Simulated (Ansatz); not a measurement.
Li (P6_3/mmc) under several functionals

Plane-wave DFT in Ansatz with scalar-relativistic PAW potentials. The same structure was relaxed (cell and atoms, symmetry kept) in separate runs at each level. This form isn't the element's structure at ambient conditions. No spin polarisation.

```csv
level,cutoff (eV),k mesh,V (Å³/atom),a (Å),c (Å)
PBE+D3(BJ),420,18×18×10,18.267,2.950,4.847
PBE,420,18×18×8,20.209,3.047,5.028
r2SCAN,500,18×18×8,20.990,3.086,5.089
```

Problem. Where does PBEsol (420 eV, k mesh 18×18×8) fall?

Solution. V (Å³/atom) 20.190, a (Å) 3.046, c (Å) 5.027. Its volume is between those of PBE+D3(BJ) and PBE. The usual order of volumes, PBEsol < PBE, holds here (20.190, 20.209 Å³/atom). As a rule PBEsol, built on the gradient expansion of slowly varying densities, lies between LDA and PBE; PBE's stronger gradient term for exchange weakens bonds. Adding D3 to PBE changes the volume by -9.6 %; the term is attractive, so it pulls cells in. In metals the pairwise form ignores screening by the conduction electrons and often pulls in too far. r2SCAN lies 3.9 % over PBE in volume.